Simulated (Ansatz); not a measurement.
# Co2SnH3: the cost of one run

Program: Ansatz 0.2.0. Level of theory: DFT PBE, scalar-relativistic, plane waves, PAW. These are calculated values, not measurements.

2 further runs of the same task are left out: 2 that didn't finish.

### 1 The system as given

It takes space group P6_3/mmc (No. 194, hexagonal). The conventional cell has a = 4.305 Å, b = 4.305 Å, c = 5.203 Å, α = 90.00°, β = 90.00°, γ = 120.00°. Around Co (site symmetry -6m2) lie 5 Sn at 2.49 to 2.60 Å and 6 Co at 2.81 Å. Around Co (site symmetry -3m) lie 8 Co at 2.60 to 2.81 Å and 6 Sn at 2.81 Å. Sn (site symmetry -6m2) is surrounded by 11 Co at 2.49 to 2.81 Å.

Structure file:

```xyz
6
Lattice="4.3048 0.0000 0.0000 -2.1524 3.7280 0.0000 0.0000 0.0000 5.2030" Properties=species:S:1:pos:R:3 pbc="T T T"
Co    0.0000    2.4854    3.9023
Co    2.1524    1.2427    1.3008
Co    0.0000    0.0000    0.0000
Co    0.0000    0.0000    2.6015
Sn    0.0000    2.4854    1.3008
Sn    2.1524    1.2427    3.9023
```

This cell was relaxed beforehand with the same method: volume 13.92 Å³/atom, gap on the mesh none (metal), site moments up to 1.2 μB.

Its energy, with the smearing taken to zero, is -32551.9851 eV for the 6-atom cell on a 12×12×6 mesh; differences below count from it.

### 2 Case: 6 H put on empty site 1 in one host cell

The empty site lies 1.81 Å from the nearest host atom; the cell of 1 host cell is widened for the start only if the site is tight.

The cell holds 4 Co, 2 Sn, 6 H: a = 4.305 Å, b = 4.305 Å, c = 5.203 Å, α = 90.00°, β = 90.00°, γ = 120.00°.

### 3 Quick check of gap, pressure and forces

Input file input.yaml:

```yaml
crystal:
  lattice:
    - [4.3047720179, 0.0, 0.0]
    - [-2.152386009, 3.728041925, 0.0]
    - [0.0, 0.0, 5.2030326059]
  atoms:
    - { symbol: Co, position: [0.3333333333, 0.6666666667, 0.75], spin: 0.51 }
    - { symbol: Co, position: [0.6666666667, 0.3333333333, 0.25], spin: 0.51 }
    - { symbol: Co, position: [0.0, 0.0, 0.0], spin: 1.29 }
    - { symbol: Co, position: [0.0, 0.0, 0.5], spin: 1.29 }
    - { symbol: Sn, position: [0.3333333333, 0.6666666667, 0.25] }
    - { symbol: Sn, position: [0.6666666667, 0.3333333333, 0.75] }
    - { symbol: H, position: [0.5, 0.0, 0.0] }
    - { symbol: H, position: [0.5, 0.5, 0.5] }
    - { symbol: H, position: [0.0, 0.5, 0.0] }
    - { symbol: H, position: [0.5, 0.0, 0.5] }
    - { symbol: H, position: [0.5, 0.5, 0.0] }
    - { symbol: H, position: [0.0, 0.5, 0.5] }
basis:
  ecutwfc: 420
kpoints:
  mp_grid: { grid: [6, 6, 4] }
hamiltonian:
  xc: pbe
scf:
  occupations: { method: gaussian, width: 0.1 }
  lower_state_search: "off"
output:
  forces: true
  stress: true
  eigenvalues: true
  populations: true
magnetization:
  spin_polarized: true
```

On the command line:

```bash
> ansatz run input.yaml --threads 2 --pin off --max-ram 5120MiB --backend cpu --events-out ev --progress --plain --runs-dir out
```

Q: Estimate wall time and peak memory on 2 threads of Arm Neoverse V1, shared host.

About 21 s, with a peak of 0.51 GiB.
